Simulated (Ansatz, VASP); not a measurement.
**One calculation of C, two programs**

Contents of INCAR:

```
SYSTEM = C
PREC = Accurate ; ENCUT = 520
EDIFF = 1E-6 ; ISMEAR = 0
SIGMA = 0.05 ; LREAL = .False.
LASPH = .True. ; NELM = 80
ALGO = Normal ; ISIF = 2
LWAVE = .False. ; LCHARG = .False.
GGA = PE ; NBANDS = 11
```

KPOINTS

```
regular mesh
0
Gamma
  12 12 12
  0 0 0
```

The input POSCAR:

```
C
1.0
    0.0000000000      2.0614833952      1.3399642069
    2.0614833952      0.0000000000      1.3399642069
    2.0614833952      2.0614833952      0.0000000000
C
2
Direct
    0.5000000000      0.5000000000      0.5000000000
    0.7500000000      0.7500000000      0.7500000000
```

Input for Ansatz:

```yaml
crystal:
  lattice:
    - [0.0, 2.0614833952, 1.3399642069]
    - [2.0614833952, 0.0, 1.3399642069]
    - [2.0614833952, 2.0614833952, 0.0]
  atoms:
    - { symbol: C, position: [0.5, 0.5, 0.5] }
    - { symbol: C, position: [0.75, 0.75, 0.75] }
basis:
  ecutwfc: 420
kpoints:
  mp_grid: { grid: [12, 12, 12] }
hamiltonian:
  xc: pbe
scf:
  occupations: { method: gaussian, width: 0.05 }
output:
  forces: true
  stress: true
  eigenvalues: true
```

Alike in both runs: task single point; functional PBE; k mesh 12 × 12 × 12; occupations gaussian, width 0.05 eV; no spin polarisation.

|  | VASP | Ansatz |
| --- | --- | --- |
| version | VASP 6.6.1 | Ansatz 0.2.0 |
| potentials or method | VASP PAW PBE potentials, release 64 (C) | scalar-relativistic, plane waves, PAW |
| plane-wave cutoff (eV) | 520 | 420 |
| valence electrons in the cell | 8 | 8 |

VASP gave:

```
gap on the k mesh at the Fermi level (eV)       : none
pressure (GPa)                                  : 0.4
largest component of the traceless stress (GPa) : 125.60
```

Problem. Estimate Ansatz's values.

Solution. gap on the k mesh at the Fermi level (eV): none; pressure (GPa): 0.0; largest component of the traceless stress (GPa): 125.86.

A gap of «none» marks a metal or a gap that the smearing closes.
